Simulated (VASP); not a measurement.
Here is a VASP 6.6.1 calculation.

The input INCAR:

```
SYSTEM = Ge
PREC     = Accurate       ! precision mode
ENCUT    = 520            ! plane-wave cutoff, eV
EDIFF    = 1E-6           ! SCF threshold, eV
ISMEAR   = -1             ! smearing method
SIGMA    = 0.05           ! smearing width, eV
LREAL    = .False.        ! projectors in reciprocal space
LASPH    = .True.         ! aspherical terms in the spheres
NELM     = 60             ! most SCF steps
ALGO     = Normal         ! electronic algorithm
ISIF     = 2              ! what is computed and relaxed
LWAVE    = .False.        ! write WAVECAR
LCHARG   = .False.        ! write CHGCAR
METAGGA  = RSCAN          ! meta-GGA
LMIXTAU  = .True.
```

KPOINTS

```
regular mesh
0
Gamma
  8 8 8
  0 0 0
```

The input POSCAR:

```
Ge
1.0
    0.0000000000      2.8289100000      2.8289100000
    2.8289100000      0.0000000000      2.8289100000
    2.8289100000      2.8289100000      0.0000000000
Ge
2
Direct
    0.7500000000      0.7500000000      0.7500000000
    0.5000000000      0.5000000000      0.5000000000
```

KPOINTS_OPT

```
path GXWKGLUWLK,UX
20
line-mode
reciprocal
 0.0000000000  0.0000000000  0.0000000000  G
 0.5000000000  0.0000000000  0.5000000000  X

 0.5000000000  0.0000000000  0.5000000000  X
 0.5000000000  0.2500000000  0.7500000000  W

 0.5000000000  0.2500000000  0.7500000000  W
 0.3750000000  0.3750000000  0.7500000000  K

 0.3750000000  0.3750000000  0.7500000000  K
 0.0000000000  0.0000000000  0.0000000000  G

 0.0000000000  0.0000000000  0.0000000000  G
 0.5000000000  0.5000000000  0.5000000000  L

 0.5000000000  0.5000000000  0.5000000000  L
 0.6250000000  0.2500000000  0.6250000000  U

 0.6250000000  0.2500000000  0.6250000000  U
 0.5000000000  0.2500000000  0.7500000000  W

 0.5000000000  0.2500000000  0.7500000000  W
 0.5000000000  0.5000000000  0.5000000000  L

 0.5000000000  0.5000000000  0.5000000000  L
 0.3750000000  0.3750000000  0.7500000000  K

 0.6250000000  0.2500000000  0.6250000000  U
 0.5000000000  0.0000000000  0.5000000000  X
```

Potentials or basis: VASP PAW PBE potentials, release 64 (Ge_d).

The run is started by

```sh
$ cat potpaw_PBE.64/Ge_d/POTCAR > POTCAR
$ mpirun -np 1 vasp_std > vasp.out
```

(1) Predict the band gap along the path.

(2) Estimate the pressure.

## Answers

(1) 0.38 eV, direct.

(2) 0.8 GPa.

Caveat: the PAW data sets were made with another functional, which shifts forces and pressure a little.

**The experiment to reproduce.**

“Electronic and optical properties of SixGe1-x-ySny alloys lattice-matched to Ge”, 2021, arxiv:2109.02782 reports, for a bulk crystal of Ge at 293 K: band gap 0.666 eV (indirect).

Measured gap of Ge: 0.666 eV (indirect; 293 K; “Electronic and optical properties of SixGe1-x-ySny alloys lattice-matched to Ge”, 2021, arxiv:2109.02782). This calculation gives 0.38 eV (-0.29 eV). 3 values of this kind are on record (0.666 to 0.807 eV); this one was drawn at random among those near their median. Spin-orbit coupling on Ge is left out. The value is that of rSCAN, without temperature or zero-point motion.
